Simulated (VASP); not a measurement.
**Cr: single point with r2SCAN**

Cr:

```
Cr
1.0
     2.46630    0.00000    0.00000
    -1.23315    2.13588    0.00000
     0.00000    0.00000    2.30683
Cr
1
Cartesian
  0.0000 0.0000 0.0000
```

The cell was built by a generator and needn't be a form met in nature.

| Quantity | Value |
| --- | --- |
| Program | VASP 6.6.1 |
| Task | single point |
| Functional | r2SCAN |
| Potentials or basis | VASP PAW PBE potentials, release 64 (Cr_pv) |
| Cutoff | 520 eV |
| k mesh | 9 × 9 × 8 |
| Occupations | gaussian, width 0.1 eV |
| Spin | no spin polarisation |

* Pressure: 0.7 GPa
* Band gap on the k mesh: none (metal or under the smearing width)

Levels at points of the mesh, in eV from the Fermi level:
| k point | band 4 | band 5 | band 6 | band 7 | band 8 | band 9 |
| --- | --- | --- | --- | --- | --- | --- |
| (0.00, 0.00, 0.00) | -8.08 | -3.59 | -0.54 | -0.54 | 2.92 | 2.92 |
| (0.00, 0.00, 0.50) | -3.54 | -0.97 | 0.05 | 0.05 | 0.92 | 0.92 |

Run time: 31 s on 1 thread of Intel(R) Xeon(R) Platinum 8259CL CPU @ 2.50GHz (Skylake/Cascade Lake), on a shared host, peak memory 0.12 GiB.

Caveat: the PAW data sets were made with another functional, which shifts forces and pressure a little; the run has no spin polarisation, though such a crystal can be magnetic. Spin polarisation is off, so any magnetic state and its effect on volume and gap are missing.
